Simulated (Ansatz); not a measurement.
Structure from Materials Project entry mp-66 (possibly hypothetical), not relaxed further.

C: DFT, r2SCAN, all-electron PAW with datasets made for the crystal, scalar-relativistic (Ansatz 0.2.0).

```xyz
2
Lattice="0.0000 1.7804 1.7804 1.7804 0.0000 1.7804 1.7804 1.7804 0.0000" Properties=species:S:1:pos:R:3 pbc="T T T"
C     0.0000    0.0000    0.0000
C     0.8902    0.8902    0.8902
```

Settings: a Γ-centred 14×14×14 k mesh, Fermi–Dirac smearing of 0.03 eV, cutoff 540 eV (chosen by the program for this cell), no spin polarisation.

Output, results part:

```
SCF 1 converged in 7 iterations: F = -2075.007897 eV  dr2 = 4.04e-11
  Residual-converged pass: ⟨swp⟩=2.1  Hψ=1249  notcnv=0  max |occ|·‖R‖ = 5.3e-6 eV (tolerance 5.3e-6 eV)  dr2=3.94e-11  dr2_τ=5.47e-12  dr2_onsite=2.08e-10  max |Δocc| = 0.0e0
  greatest PAW one-centre occupation: 0.344 electrons in one spin orbital (limit 2), on the C atom at site 1 (counted from 0), in its partial waves of l = 0
NSCF: frozen V_eff on 57 k-points
SCF converged after 7 iterations
Free energy (F): -2075.007897 eV
Harris-Foulkes:  -2075.007897 eV  (|F-HF|=1.41e-10)
Internal energy: -2075.007897 eV  (E = F + TS)
E sigma→0 (E₀):  -2075.007897 eV
Past the cutoff: the bands carry plane waves up to 2.50 times it, of which those up to 1.5 times it add -0.000207 eV an atom, each by itself; the spheres take 0.000132 eV an atom off the energy for waves past 2.50 times it
Past the cutoffs: a stress includes 0.0043 GPa for waves and charges beyond them, in addition to the slope of what the spheres take
In the spheres:  the bands' charges fall short by 1.4e-6 e at most (sound up to 1e-3)
Fermi energy:    15.863034 eV
--- Per-component energies (eV) ---
  The terms above E_closure are by the made datasets' own strengths, without shells solved beside the bands.
--- Forces (eV/Å), atoms counted from 1 ---
  atom   1  C     -0.00000000     0.00000000    -0.00000000
  atom   2  C     -0.00000000    -0.00000000    -0.00000000
  max |Σ_I F_I| component: 1.48e-16 eV/Å
--- Stress (GPa, compression-positive) ---
       -0.366170      -0.000000       0.000000
        0.000000      -0.366170      -0.000000
        0.000000      -0.000000      -0.366170
  P = ⅓ Tr σ = -0.3662 GPa (-3.662 kbar)
--- PAW observables at the nuclei: V_zz in 10²¹ V/m², potentials from the cell's mean, atoms counted from 1 ---
  atom   1  C  V_zz =    +0.000000   η = 0.0000   by run symmetry: forbidden
            electrostatic potential = -419.351875 V   contact ρ = 864.167428 e/Å³
  atom   2  C  V_zz =    +0.000000   η = 0.0000   by run symmetry: forbidden
            electrostatic potential = -419.351875 V   contact ρ = 864.167428 e/Å³
--- Band table (eV; the first three rows and the last of 104) ---
  k-point 0: bands = ["-9.0473", "13.6950", "13.6950", "13.6950", "19.5840", "19.5840"]
  k-point 1: bands = ["-8.8992", "12.6925", "13.4353", "13.4353", "19.9250", "19.9250"]
  k-point 2: bands = ["-8.4565", "10.5119", "12.8318", "12.8318", "20.7231", "20.7231"]
  k-point 103: bands = ["0.8216", "0.8216", "5.0580", "5.0580", "24.1459", "24.1459"]
```
